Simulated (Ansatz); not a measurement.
Pb:

```
Pb
1.0
     0.00000    3.43900    3.43900
     3.43900    0.00000    3.43900
     3.43900    3.43900    0.00000
Pb
2
Direct
  0.25000 0.25000 0.25000
  0.00000 0.00000 0.00000
```

This isn't the form of Pb at room conditions, which is fcc.

Base run:

```yaml
Program: Ansatz 0.2.0
Functional: PBEsol
Potentials_or_basis: all-electron PAW datasets made for the crystal
Cutoff: 240 eV
Density_cutoff: 960 eV
k_mesh: 7 × 7 × 7
Occupations: fermi-dirac, width 0.05 eV
Spin: no spin polarisation
```

Its results: pressure 0.5 GPa.

Question: After a change of settings the same cell gave: pressure 1.5 GPa. Which change was it?
A. potentials or basis from all-electron PAW datasets made for the crystal to all-electron LAPW, scalar-relativistic; cutoff from 240 eV to 231 eV; density cutoff from 960 eV to 925 eV
B. potentials or basis from all-electron PAW datasets made for the crystal to all-electron LAPW, non-relativistic; cutoff from 240 eV to 231 eV; density cutoff from 960 eV to 926 eV
C. potentials or basis from all-electron PAW datasets made for the crystal to all-electron LAPW, scalar-relativistic; cutoff from 240 eV to 231 eV; density cutoff from 960 eV to 925 eV; occupations from fermi-dirac, width 0.05 eV to gaussian, width 0.02 eV
D. potentials or basis from all-electron PAW datasets made for the crystal to all-electron LAPW, inner shells corrected to Dirac's equation; cutoff from 240 eV to 231 eV; density cutoff from 960 eV to 925 eV

Answer: B.

Caveats: relativity is left out, which matters for the heavier elements (some runs).

Not every run made on this cell is shown here.
